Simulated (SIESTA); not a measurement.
Crystal: Se.

```
Se
1.0
     4.35517    0.00000    0.00000
    -2.17759    3.77169    0.00000
     0.00000    0.00000    4.94945
Se
3
Direct
  0.78300 0.78300 0.50000
  0.00000 0.21700 0.83333
  0.21700 0.00000 0.16667
```

```yaml
Program: SIESTA 5.4.2
Task: single point
Functional: PBE
Potentials_or_basis: PseudoDojo 0.4 standard (PBE files)
Basis: DZP (energy shift 0.002 Ry)
Grid_cutoff: 500 Ry
Energy_shift: 0.002 Ry
k_mesh: 7 × 7 × 6
Occupations: fermi-dirac, width 0.05 eV
Spin: no spin polarisation
```

On this cell: pressure 12.0 GPa; largest force 2.883 eV/Å; band gap on the k mesh 0.97 eV, indirect (least direct gap 1.21 eV).

The same run follows on a disturbed copy (atoms moved at random, drawn with an rms of 0.05 Å):

```
Se
1.0
     4.35517    0.00000    0.00000
    -2.17759    3.77169    0.00000
     0.00000    0.00000    4.94945
Se
3
Direct
  0.78387 0.79043 0.49835
  0.01859 0.22154 0.83490
  0.20435 0.99636 0.17210
```

**Question.** What does the disturbed cell give?

**Answer.** The energy moves by +98.0 meV/atom; pressure 14.6 GPa; largest force 3.962 eV/Å; band gap on the k mesh 0.81 eV, indirect (least direct gap 1.01 eV).

Forces on the atoms (eV/Å):
```
Se  -2.077 -2.866  0.700
Se  -1.876  2.870 -0.426
Se   3.952 -0.005 -0.274
```

Stress tensor (GPa, compression positive):
```
11.68  0.37 -0.67
 0.37 10.43 -1.96
-0.67 -1.96 21.81
```

Caveats: semicore shells carry a single zeta, which can move pressures by several GPa and volumes by a few percent; an odd mesh through Γ misses points on the zone boundary, where band edges often lie; the basis of atomic orbitals isn't converged, which shifts pressures, moduli and gaps; forces of over 1 eV/Å show positions far from the minimum, so gaps and moduli don't describe the material at rest (some runs).
